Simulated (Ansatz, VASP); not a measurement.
# One calculation of SiC, two programs

The input INCAR:

```
PREC     = Accurate       # precision mode
ENCUT    = 520            # plane-wave cutoff, eV
EDIFF    = 1E-6           # SCF threshold, eV
ISMEAR   = 0              # smearing method
SIGMA    = 0.1            # smearing width, eV
LREAL    = False          # projectors in reciprocal space
LASPH    = True           # aspherical terms in the spheres
NELM     = 100            # most SCF steps
ALGO     = Normal         # electronic algorithm
ISIF     = 2              # what is computed and relaxed
LWAVE    = False          # write WAVECAR
LCHARG   = True           # write CHGCAR
GGA      = PS             # functional
LELF     = True           # ELF
LVHAR    = True         
NBANDS   = 11             # bands
```

File KPOINTS:

```
regular mesh
0
Gamma
  8 8 8
```

The input POSCAR:

```
SiC
1.0
    0.0000000000      2.1192710500      2.1192710500
    2.1192710500      0.0000000000      2.1192710500
    2.1192710500      2.1192710500      0.0000000000
Si C
1 1
Direct
    0.0000000000      0.0000000000      0.0000000000
    0.5000000000      0.5000000000      0.5000000000
```

Input for Ansatz:

```yaml
crystal:
  lattice:
    - [0.0, 2.11927105, 2.11927105]
    - [2.11927105, 0.0, 2.11927105]
    - [2.11927105, 2.11927105, 0.0]
  atoms:
    - { symbol: Si, position: [0.0, 0.0, 0.0] }
    - { symbol: C, position: [0.5, 0.5, 0.5] }
basis:
  ecutwfc: 420
kpoints:
  mp_grid: { grid: [8, 8, 8] }
hamiltonian:
  xc: pbesol
scf:
  occupations: { method: gaussian, width: 0.1 }
output:
  forces: true
  stress: true
  eigenvalues: true
```

The cell was built by a generator and needn't be a form met in nature.

Alike in both runs: task single point; functional PBEsol; k mesh 8 × 8 × 8; occupations gaussian, width 0.1 eV; no spin polarisation.

```csv
,VASP,Ansatz
version,VASP 6.6.1,Ansatz 0.2.0
potentials or method,"VASP PAW PBE potentials, release 64 (Si, C)","scalar-relativistic, plane waves, PAW"
plane-wave cutoff (eV),520,420
valence electrons in the cell,8,8
```

VASP gave:

* gap on the k mesh at the Fermi level (eV): none
* pressure (GPa): -25.6

Q: Which values does Ansatz return?

A: gap on the k mesh at the Fermi level (eV): none; pressure (GPa): -25.9.

A gap of «none» marks a metal or a gap that the smearing closes. With one functional, cell and mesh, what is left measures potentials, basis and numerics.

Caveats: so large a pressure means that the cell lies far from this level's equilibrium, or that cutoff or potentials fall short (VASP); the potentials were made for another functional, which shifts forces and pressure (VASP).
